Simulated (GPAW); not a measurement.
# CdF2 (Fm-3m) in GPAW: dielectric tensor with PBE

Aim: the dielectric tensor of CdF2 with PBE.

Everything below comes from runs of GPAW 26.7.0. Logs are shortened: lines on timing, memory, paths and dates and some standing lists are left out, and cuts for length are marked. The log counts tension as positive stress, the text compression.

## 1. The structure

It takes space group Fm-3m (No. 225, cubic). Conventional cell: a = 5.388 Å, b = 5.388 Å, c = 5.388 Å, α = 90.00°, β = 90.00°, γ = 90.00°. Cd (site symmetry m-3m) has 8 F at 2.33 Å as nearest neighbours. F (site symmetry -43m) has 4 Cd at 2.33 Å as nearest neighbours.

## 2. Dielectric tensor, PBE

File run.py:

```python
import numpy as np
from ase import Atoms
from ase.dft.bandgap import bandgap
from ase.io import write
from gpaw import GPAW, PW
from gpaw.response.df import DielectricFunction

atoms = Atoms(['Cd', 'F', 'F'],
              cell=[[0.0, 2.694, 2.694],
                    [2.694, 0.0, 2.694],
                    [2.694, 2.694, 0.0]],
              scaled_positions=[[0.0, 0.0, 0.0],
                                [0.75, 0.75, 0.75],
                                [0.25, 0.25, 0.25]],
              pbc=True)

calc = GPAW(mode=PW(600),
            xc='PBE',
            kpts={'size': (7, 7, 7), 'gamma': True},
            occupations={'name': 'fermi-dirac', 'width': 0.001},
            nbands=24,
            convergence={'density': 1e-06},
            maxiter=150,
            txt='gpaw.txt')
atoms.calc = calc
energy = atoms.get_potential_energy()
calc.write('gs.gpw')
write('result.traj', atoms)
print(f'Energy: {energy:.6f} eV')
print('Fermi level:', round(calc.get_fermi_level(), 4), 'eV')
print(f'Gap: {bandgap(calc)[0]:.4f} eV, direct: {bandgap(calc, direct=True)[0]:.4f} eV')

for size in [(15, 15, 15), (22, 22, 22)]:
    name = 'x'.join(str(n) for n in size)
    dense = calc.fixed_density(kpts={'size': size, 'gamma': True},
                               nbands=49, convergence={'bands': 43, 'eigenstates': 1e-7},
                               update_fermi_level=True, txt=f'dense-{name}.txt')
    dense.write(f'{name}.gpw', mode='all')
    df = DielectricFunction(f'{name}.gpw', frequencies=np.array([0.0]), hilbert=False, eta=0.001,
                            ecut=80, nbands=43, intraband=False, txt=f'df-{name}.txt')
    for xc in ['RPA', 'ALDA_X', 'LR0.1']:
        for direction in ['x', 'y', 'z', [0, 1, 1], [1, 0, 1], [1, 1, 0]]:
            e0, e = df.get_macroscopic_dielectric_constant(xc=xc, direction=direction)
            print(f'{name} {xc} {direction}: {e0:.4f} without, {e:.4f} with local fields')
```

Potentials or basis: GPAW PAW data sets (gpaw-data 1.2.1), pw.

Run with:

```
$ OMP_NUM_THREADS=1 python run.py
```

gpaw.txt:

```text
__  _  _
 | _ |_)|_||  |
 |__||  | ||/\| - 26.7.0

Input parameters:
  mode=PW(ecut=600.0),
  convergence={'density': 1e-06},
  kpts=MonkhorstPack(size=(7, 7, 7), gamma=True),
  maxiter=150,
  nbands=24,
  occupations=Occupations(name='fermi-dirac', width=0.001),
  xc=XC(name='PBE')

Diagonalizing LCAO Hamiltonian
Converting LCAO to pw mode

                    F

           F

       Cd

Atoms  # Å, Bohr magnetons
|   | symbol |        x |        y |        z |    initial magnetic moments |
|---|--------|----------|----------|----------|-----------------------------|
| 0 |     Cd | 0.000000 | 0.000000 | 0.000000 | ( 0.0000,  0.0000,  0.0000) |
| 1 |      F | 4.041000 | 4.041000 | 4.041000 | ( 0.0000,  0.0000,  0.0000) |
| 2 |      F | 1.347000 | 1.347000 | 1.347000 | ( 0.0000,  0.0000,  0.0000) |

Unit cell  # Å
| periodic |        x |        y |        z |  lengths |    angles |
|----------|----------|----------|----------|----------|-----------|
|      yes | 0.000000 | 2.694000 | 2.694000 | 3.809891 | 60.000000 |
|      yes | 2.694000 | 0.000000 | 2.694000 | 3.809891 | 60.000000 |
|      yes | 2.694000 | 2.694000 | 0.000000 | 3.809891 | 60.000000 |

Number of symmetries: 48
Symmetry operations  # r_c * U_cc + t_c -> r_c
|    | kind |            matrix            |
|----|------|------------------------------|
|  0 |  σ   |  1, 0, 0,  1, 0,-1,  1,-1, 0 |
|  1 |  C2  |  1, 0, 0,  1,-1, 0,  1, 0,-1 |
|  2 |  E   |  1, 0, 0,  0, 1, 0,  0, 0, 1 |
|  3 |  σ   |  1, 0, 0,  0, 0, 1,  0, 1, 0 |
|  4 |  C4  |  1, 0,-1,  1, 0, 0,  1,-1, 0 |
|  5 |  S6  |  1, 0,-1,  1,-1, 0,  1, 0, 0 |
|  6 |  σ   |  1, 0,-1,  0, 1,-1,  0, 0,-1 |
|  7 |  C3  |  1, 0,-1,  0, 0,-1,  0, 1,-1 |
|  8 |  S6  |  1,-1, 0,  1, 0, 0,  1, 0,-1 |
|  9 |  C4  |  1,-1, 0,  1, 0,-1,  1, 0, 0 |
| 10 |  C3  |  1,-1, 0,  0,-1, 1,  0,-1, 0 |
| 11 |  σ   |  1,-1, 0,  0,-1, 0,  0,-1, 1 |
| 12 |  σ   |  0, 1, 0,  1, 0, 0,  0, 0, 1 |
| 13 |  C4  |  0, 1, 0,  0, 1,-1, -1, 1, 0 |
| 14 |  C3  |  0, 1, 0,  0, 0, 1,  1, 0, 0 |
| 15 |  S6  |  0, 1, 0, -1, 1, 0,  0, 1,-1 |
| 16 |  C2  |  0, 1,-1,  1, 0,-1,  0, 0,-1 |
| 17 |  σ   |  0, 1,-1,  0, 1, 0, -1, 1, 0 |
| 18 |  S4  |  0, 1,-1,  0, 0,-1,  1, 0,-1 |
| 19 |  C4  |  0, 1,-1, -1, 1, 0,  0, 1, 0 |
| 20 |  C3  |  0, 0, 1,  1, 0, 0,  0, 1, 0 |
| 21 |  σ   |  0, 0, 1,  0, 1, 0,  1, 0, 0 |
| 22 |  S6  |  0, 0, 1,  0,-1, 1, -1, 0, 1 |
| 23 |  C4  |  0, 0, 1, -1, 0, 1,  0,-1, 1 |
| 24 |  S4  |  0, 0,-1,  1, 0,-1,  0, 1,-1 |
| 25 |  C3  |  0, 0,-1,  0, 1,-1,  1, 0,-1 |
| 26 |  C2  |  0, 0,-1,  0,-1, 0, -1, 0, 0 |
| 27 |  S6  |  0, 0,-1, -1, 0, 0,  0,-1, 0 |
| 28 |  S4  |  0,-1, 1,  1,-1, 0,  0,-1, 0 |
| 29 |  C4  |  0,-1, 1,  0, 0, 1, -1, 0, 1 |
| 30 |  C2  |  0,-1, 1,  0,-1, 0,  1,-1, 0 |
| 31 |  σ   |  0,-1, 1, -1, 0, 1,  0, 0, 1 |
| 32 |  C3  |  0,-1, 0,  1,-1, 0,  0,-1, 1 |
| 33 |  S6  |  0,-1, 0,  0, 0,-1, -1, 0, 0 |
| 34 |  S4  |  0,-1, 0,  0,-1, 1,  1,-1, 0 |
| 35 |  C2  |  0,-1, 0, -1, 0, 0,  0, 0,-1 |
| 36 |  C2  | -1, 1, 0,  0, 1, 0,  0, 1,-1 |
| 37 |  S6  | -1, 1, 0,  0, 1,-1,  0, 1, 0 |
| 38 |  S4  | -1, 1, 0, -1, 0, 1, -1, 0, 0 |
| 39 |  C3  | -1, 1, 0, -1, 0, 0, -1, 0, 1 |
| 40 |  S6  | -1, 0, 1,  0, 0, 1,  0,-1, 1 |
| 41 |  C2  | -1, 0, 1,  0,-1, 1,  0, 0, 1 |
| 42 |  C3  | -1, 0, 1, -1, 1, 0, -1, 0, 0 |
| 43 |  S4  | -1, 0, 1, -1, 0, 0, -1, 1, 0 |
| 44 |  C2  | -1, 0, 0,  0, 0,-1,  0,-1, 0 |
| 45 |  i   | -1, 0, 0,  0,-1, 0,  0, 0,-1 |
| 46 |  σ   | -1, 0, 0, -1, 1, 0, -1, 0, 1 |
| 47 |  C2  | -1, 0, 0, -1, 0, 1, -1, 1, 0 |

BZ-sampling:
  Number of BZ points: 343
  Number of IBZ points: 20

  Monkhorst-Pack size: [7, 7, 7]
  Monkhorst-Pack shift: [0, 0, 0]

K-points  # in reciprocal-cell coordinates
|     |                                coordinates |     weight |
|-----|--------------------------------------------|------------|
|   0 | (  0.00000000,   0.00000000,   0.00000000) | 0.00291545 |
|   1 | (  0.14285714,   0.14285714,   0.00000000) | 0.01749271 |
|   2 | (  0.14285714,   0.14285714,   0.14285714) | 0.02332362 |
|   3 | (  0.28571429,   0.14285714,   0.14285714) | 0.03498542 |
|   4 | (  0.28571429,   0.28571429,   0.00000000) | 0.01749271 |
|   5 | (  0.28571429,   0.28571429,   0.14285714) | 0.06997085 |
|   6 | (  0.28571429,   0.28571429,   0.28571429) | 0.02332362 |
|   7 | (  0.42857143,  -0.28571429,  -0.28571429) | 0.03498542 |
|   8 | (  0.42857143,   0.28571429,  -0.42857143) | 0.13994169 |
|   9 | (  0.42857143,   0.28571429,  -0.28571429) | 0.06997085 |
| ... |                                            |            |
|  19 | (  0.42857143,   0.42857143,   0.42857143) | 0.02332362 |

Plane wave coefficients: 1317
Cutoff: 600.0 eV

Spin-components: 1 (collinear spins)
Bands:           24
Projectors:      16
Spin-degeneracy: 2
Datatype:        complex128

Parallelization:
  kpt:    1
  domain: 1
  band:   1

Density:
  Valence electrons: 26.0
  Components: 1
  Grid points: [24 24 24]
  Charge: 0.0  # |e|

Potential:
  Grid points: [24 24 24]

species:
  Cd:
    name:    Cadmium
    Z:       48.0
    valence: 12
    core:    36
    charge:  0.0  # [|e|]
    compensation charges:
      type: gauss
      rc: 0.38  # [Å]
      lmax: 2
    cutoffs:
      filter: 2.12  # [Å]
      core: 2.62  # [Å]
    projectors
    | kind |    occ | energy [eV] | rcut [Å] |
    |------|--------|-------------|----------|
    |   5s |  2.000 |      -5.655 |    1.191 |
    |   5p |  0.000 |      -1.186 |    1.228 |
    |   4d | 10.000 |     -11.739 |    1.164 |
    |    s |        |      21.556 |    1.191 |
    |    p |        |      26.026 |    1.228 |
    |    d |        |      15.473 |    1.164 |

    Using partial waves for Cd as LCAO basis

  F:
    name:    Fluorine
    Z:       9.0
    valence: 7
    core:    2
    charge:  0.0  # [|e|]
    compensation charges:
      type: gauss
      rc: 0.20  # [Å]
      lmax: 2
    cutoffs:
      filter: 1.14  # [Å]
      core: 0.74  # [Å]
    projectors
    | kind |    occ | energy [eV] | rcut [Å] |
    |------|--------|-------------|----------|
    |   2s |  2.000 |     -29.898 |    0.635 |
    |   2p |  5.000 |     -11.110 |    0.635 |
    |    s |        |      -2.687 |    0.635 |
    |    p |        |      16.102 |    0.635 |
    |    d |        |       0.000 |    0.635 |

    Using partial waves for F as LCAO basis

Reference energy: -157601.279907  # eV

eigensolver:
  PPCG
  Converge bands: occupied
  niter=2

density mixing:
  MSR1-Mixer
  Pratt-step length: 0.05
  Maximum mixing coefficient: 0.75
  Old densities: 10
  SVD Regularization: 0.005
  Good broyden scale: 1.0
  Trust region scale: 1.0
  Backstep threshold: 4.0
  History deletion threshold: 6.0
  Fourier metric: weight=20.0, sigma=0.015

occupation numbers:
  Fermi-Dirac:
    width: 0.0010  # eV

poisson solver:
  ecut: 4800.0  # eV

xc functional:
  name: PBE with 2 nearest neighbor stencil

convergence criteria:
- Maximum integral of absolute [dens]ity change: 1e-06 electrons / valence electron
- Maximum [total energy] change in last 3 cyles: 0.0005 eV / valence electron
- Maximum integral of absolute [eigenst]ate change: 4e-08 eV^2 / valence electron
maximum number of iterations: 150

SCF iterations
|iter     | |      energy | eigst |  dens |
|---------|-|-------------|-------|-------|
|iter:   1| |  -12.515473 | -0.76 |       |
|iter:   2| |  -12.105057 | -2.37 | -1.05 |
|iter:   3| |  -10.940564 | -0.94 | -1.09 |
|iter:   4| |  -10.927045 | -3.21 | -1.55 |
|iter:   5| |  -10.925221 | -3.47 | -1.86 |
|iter:   6| |  -10.925346c| -5.67 | -2.99 |
|iter:   7| |  -10.925371c| -6.11 | -3.39 |
|iter:   8| |  -10.925371c| -8.08c| -4.68 |
|iter:   9| |  -10.925371c| -8.16c| -5.17 |
|iter:  10| |  -10.925371c| -9.07c| -5.98 |
|iter:  11| |  -10.925371c|-10.10c| -6.77c|

Converged in 11 steps
Energy contributions relative to reference atoms: (reference = -157601.279907)

Energy contributions:
  Kinetic:          39.185474
  Coulomb:         -35.028335
  Zero:              0.370736
  External:          0.000000
  Xc:              -15.453246
  Entropy:          -0.000000
  Spinorbit:         0.000000
  ----------------------------
  Free energy:     -10.925371
  Extrapolated:    -10.925371

dipole moment: (-17.348624, -17.348624, -17.348624)  # |e|*Ang

Fermi level: 2.588
Eigenvalues  # (at kpt = [0.000, 0.000, 0.000])
| band index |      eig [eV] | occ [0-2] |
|------------|---------------|-----------|
|          0 |       -18.965 |     2.000 |
|        ... |               |           |
|          5 |        -2.456 |     2.000 |
|          6 |        -2.456 |     2.000 |
|          7 |         0.873 |     2.000 |
|          8 |         0.873 |     2.000 |
|          9 |         0.873 |     2.000 |
|         10 |         1.405 |     2.000 |
[... 8 lines left out ...]
|         19 |        21.752 |     0.000 |
|         20 |        25.281 |     0.000 |
|        ... |               |           |
|         23 |        25.699 |     0.000 |

Gap: 3.127 eV
Transition (v -> c):
  (s=0, k=9, n=12, [0.43, 0.29, -0.29]) -> (s=0, k=0, n=13, [0.00, 0.00, 0.00])
Direct/indirect transitions are different
Direct gap: 3.538 eV
Transition at: (s=0, k=0, n=12, [0.00, 0.00, 0.00])
# Writing to gs.gpw (mode='')
```

Wall time 22 min (1 thread of Intel Xeon Platinum 8375C at 2.90GHz (Ice Lake), shared host); peak memory 1.4 GiB.

Results:

| Quantity | Value |
| --- | --- |
| Free energy | -10.9254 eV |
| Band gap on the k mesh | 3.13 eV, indirect (least direct gap 3.54 eV) |
| Electronic dielectric tensor (diagonal) | 2.65 |

Electronic dielectric tensor:
```
2.65 0.00 0.00
0.00 2.65 0.00
0.00 0.00 2.65
```

Caveat: the long-wavelength limit can be off by several per cent where d states take part. A k mesh can miss the band edges.
